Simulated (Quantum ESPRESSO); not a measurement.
Crystal: Sb.

```
Sb
1.0
     3.35453    0.00000    0.00000
    -1.67727    2.90511    0.00000
     0.00000    0.00000    5.47016
Sb
2
Direct
  0.66667 0.33333 0.75000
  0.33333 0.66667 0.25000
```

This isn't the form of Sb at room conditions, which is rhombohedral.

Base run:

| Quantity | Value |
| --- | --- |
| Program | Quantum ESPRESSO 7.5 |
| Functional | LDA |
| Potentials or basis | GBRV 1.5 LDA |
| Cutoff | 612 eV |
| Density cutoff | 4898 eV |
| k mesh | 9 × 9 × 5 |
| Occupations | fermi-dirac, width 0.05 eV |
| Spin | no spin polarisation |

Its results: band gap on the k mesh none (metal or under the smearing width); pressure -2.8 GPa.

Problem. The run is repeated on the same cell with these changes: functional from LDA to PBEsol; potentials or basis from GBRV 1.5 LDA to GBRV 1.5 PBEsol. What comes out?

Solution. Band gap on the k mesh none (metal or under the smearing width); pressure -1.7 GPa.

Caveats: spin-orbit coupling is left out, which moves the levels of the heavy elements.
